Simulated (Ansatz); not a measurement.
Start of a relaxation, 1 H2 a cell, upright, over a top O site (ZnO, P6_3mc (No. 186), (1 0 0) face):

```
CELL_PARAMETERS angstrom
6.50949 0.00000 0.00000
0.00000 5.25642 0.00000
0.00000 0.00000 25.32695
ATOMIC_POSITIONS crystal
Zn 0.50000 0.99838 0.31587
Zn 0.00000 0.99838 0.31587
O 0.50000 0.61952 0.31587
O 0.00000 0.61952 0.31587
Zn 0.75000 0.49838 0.35297
Zn 0.25000 0.49838 0.35297
O 0.75000 0.11952 0.35297
O 0.25000 0.11952 0.35297
Zn 0.75000 0.99838 0.42716
Zn 0.25000 0.99838 0.42716
O 0.75000 0.61952 0.42716
O 0.25000 0.61952 0.42716
Zn 0.00000 0.49422 0.46162
Zn 0.50000 0.49422 0.46162
O 0.00000 0.11698 0.46362
O 0.50000 0.11698 0.46362
Zn 0.00000 0.99609 0.54178
Zn 0.50000 0.99609 0.54178
O 0.00000 0.61809 0.53821
O 0.50000 0.61809 0.53821
Zn 0.25000 0.45907 0.56219
Zn 0.75000 0.45907 0.56219
O 0.25000 0.11075 0.57498
O 0.75000 0.11075 0.57498
H 0.75000 0.11075 0.66698
H 0.75000 0.11075 0.69659
```

Theory: DFT PBE+D3(BJ), scalar-relativistic, plane waves, PAW in Ansatz. Plane waves to 420 eV, a k mesh through Γ of 3×3×1 on the computed 26-atom cell and Gaussian smearing (0.05 eV); no spin polarisation. A dipole correction removes the field between periodic images along c.

Atoms 1, 2, 3, 4, 5, 6, 7, 8, 9, 10, 11, 12 (counted from 1) are held. The cell is fixed. Force threshold 0.04 eV/Å.

Q: Where does it end?

A: The energy falls by 0.003 eV in 3 steps, to:

```yaml
crystal:
  lattice:
    - [6.50949, 0.00000, 0.00000]
    - [0.00000, 5.25642, 0.00000]
    - [0.00000, 0.00000, 25.32695]
  atoms:
    - { symbol: Zn, position: [0.50000, 0.99838, 0.31587] }
    - { symbol: Zn, position: [0.00000, 0.99838, 0.31587] }
    - { symbol: O, position: [0.50000, 0.61952, 0.31587] }
    - { symbol: O, position: [0.00000, 0.61952, 0.31587] }
    - { symbol: Zn, position: [0.75000, 0.49838, 0.35297] }
    - { symbol: Zn, position: [0.25000, 0.49838, 0.35297] }
    - { symbol: O, position: [0.75000, 0.11952, 0.35297] }
    - { symbol: O, position: [0.25000, 0.11952, 0.35297] }
    - { symbol: Zn, position: [0.75000, 0.99838, 0.42716] }
    - { symbol: Zn, position: [0.25000, 0.99838, 0.42716] }
    - { symbol: O, position: [0.75000, 0.61952, 0.42716] }
    - { symbol: O, position: [0.25000, 0.61952, 0.42716] }
    - { symbol: Zn, position: [0.00001, 0.49439, 0.46162] }
    - { symbol: Zn, position: [0.49999, 0.49439, 0.46162] }
    - { symbol: O, position: [0.00000, 0.11717, 0.46359] }
    - { symbol: O, position: [0.50000, 0.11717, 0.46359] }
    - { symbol: Zn, position: [0.00024, 0.99620, 0.54171] }
    - { symbol: Zn, position: [0.49976, 0.99620, 0.54171] }
    - { symbol: O, position: [0.00010, 0.61835, 0.53817] }
    - { symbol: O, position: [0.49990, 0.61835, 0.53817] }
    - { symbol: Zn, position: [0.25000, 0.45953, 0.56233] }
    - { symbol: Zn, position: [0.75000, 0.45983, 0.56218] }
    - { symbol: O, position: [0.25000, 0.11106, 0.57490] }
    - { symbol: O, position: [0.75000, 0.11121, 0.57471] }
    - { symbol: H, position: [0.75000, 0.09618, 0.67066] }
    - { symbol: H, position: [0.75000, 0.10172, 0.70048] }
```

The end is the local minimum or symmetric point that this start leads to. The slab is only 6.6 Å thick, so the energy isn't converged with thickness.

Cost: 1 run of about 1.4 core-minutes, on AMD EPYC 9R45 (Zen 5) (shared hosts).